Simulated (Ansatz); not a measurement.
Yb:

```
Yb
1.0
    -2.15148    2.15148    2.15148
     2.15148   -2.15148    2.15148
     2.15148    2.15148   -2.15148
Yb
1
Direct
  0.00000 0.00000 0.00000
```

This isn't the form of Yb at room conditions, which is fcc.

Base run:

| Quantity | Value |
| --- | --- |
| Program | Ansatz 0.2.0 |
| Functional | PBE |
| Potentials or basis | Ansatz PAW |
| Cutoff | 420 eV (not typed: the program's choice for these potentials) |
| k mesh | 7 × 7 × 7 |
| Occupations | fermi-dirac, width 0.05 eV |
| Spin | collinear spin, ferromagnetic start |
| Starting moments | [0.8] μB |
| Fixed moment | 0.8 μB |

Its results: pressure -1.6 GPa; site moments Yb +0.46 μB.

Problem. The run is repeated on the same cell with these changes: fixed moment from 0.8 μB to 0.2 μB; moments at the start from [0.8] to [0.2]. What comes out?

Solution. Pressure -2.0 GPa; site moments Yb +0.12 μB.

Caveats: the total moment is fixed, so each spin has its own Fermi level; the thresholds are loose for stress.
